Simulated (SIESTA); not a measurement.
V:

```
CELL_PARAMETERS angstrom
-1.51435 1.51435 1.51435
1.51435 -1.51435 1.51435
1.51435 1.51435 -1.51435
ATOMIC_POSITIONS crystal
V 0.00000 0.00000 0.00000
```

| Quantity | Value |
| --- | --- |
| Program | SIESTA 5.4.2 |
| Task | single point |
| Functional | PBEsol |
| Potentials or basis | PseudoDojo 0.4 standard (PBEsol files) |
| Basis | DZP (energy shift 0.003 Ry; two zetas on semicore shells) |
| Grid cutoff | 800 Ry |
| Energy shift | 0.003 Ry |
| k mesh | 12 × 12 × 12 |
| Occupations | fermi-dirac, width 0.05 eV |
| Spin | collinear spin, ferromagnetic start |
| Starting moments | [2.0] μB |

On this cell: pressure -11.7 GPa; net moment 0.00 μB per cell; band gap on the k mesh none (metal or under the smearing width).

The same run follows on a disturbed copy (cell strained at random at fixed volume):

```
V
1.0
    -1.51699    1.52013    1.57756
     1.49873   -1.47807    1.51724
     1.50658    1.46766   -1.53549
V
1
Direct
  0.01027 0.00456 0.99881
```

**Question.** What does the disturbed cell give?

**Answer.** The energy (extrapolated to zero smearing) moves by +4.8 meV/atom; pressure -11.5 GPa; net moment 0.00 μB per cell; band gap on the k mesh none (metal or under the smearing width).

Stress tensor (GPa, compression positive):
```
-10.72   0.04   0.38
  0.04 -10.16  -0.66
  0.38  -0.66 -13.65
```

Caveats: the basis of atomic orbitals isn't converged, which shifts pressures, moduli and gaps.
